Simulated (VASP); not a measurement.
Write the native input for VASP 6.6.1 that does the following.

| Quantity | Value |
| --- | --- |
| Task | single point |
| Functional | PBEsol |
| Potentials or basis | VASP PAW PBE potentials, release 64 (Mo_sv) |
| Cutoff | 520 eV |
| k mesh | 22 × 22 × 22 |
| Occupations | gaussian, width 0.15 eV |
| Spin | no spin polarisation |
| Dipole correction | no |
| Further INCAR settings | ALGO = Fast; EDIFF = 1e-06; NBANDS = 13 |

The structure of Mo lies in POSCAR:

```
Mo
1.0
   -1.4453200000      1.4453200000      1.5710000000
    1.4453200000     -1.4453200000      1.5710000000
    1.4453200000      1.4453200000     -1.5710000000
Mo
1
Direct
    0.0000000000      0.0000000000      0.0000000000
```

This isn't the form of Mo at room conditions, which is bcc.

The cell isn't the ideal one: strain -0.080 along x and y, +0.000 along z, atoms carried along.

One way to write it, as run:

INCAR

```
ALGO = Fast
EDIFF = 1E-6
ENCUT = 520
GGA = PS
ISIF = 2
ISMEAR = 0
LASPH = T
LCHARG = F
LREAL = F
LWAVE = F
NBANDS = 13
NELM = 100
PREC = Accurate
SIGMA = 0.15
```

KPOINTS

```
k-points
0
Gamma
  22 22 22
```

Potentials or basis: VASP PAW PBE potentials, release 64 (Mo_sv).

Command:

```bash
$ cat potpaw_PBE.64/Mo_sv/POTCAR > POTCAR
$ mpirun -np 1 vasp_std > vasp.out
```

It gave:

```json
{
  "Pressure": "61.5 GPa",
  "Band gap on the k mesh": "none (metal or under the smearing width)"
}
```

Caveat: the cell as given lies far from equilibrium; so large a pressure means that the cell lies far from this level's equilibrium, or that cutoff or potentials fall short; the potentials were made for another functional, which shifts forces and pressure.

It took 50 s on 1 thread of Intel(R) Xeon(R) 6975P-C (Granite Rapids), with other jobs on the host, peak memory 0.23 GiB.
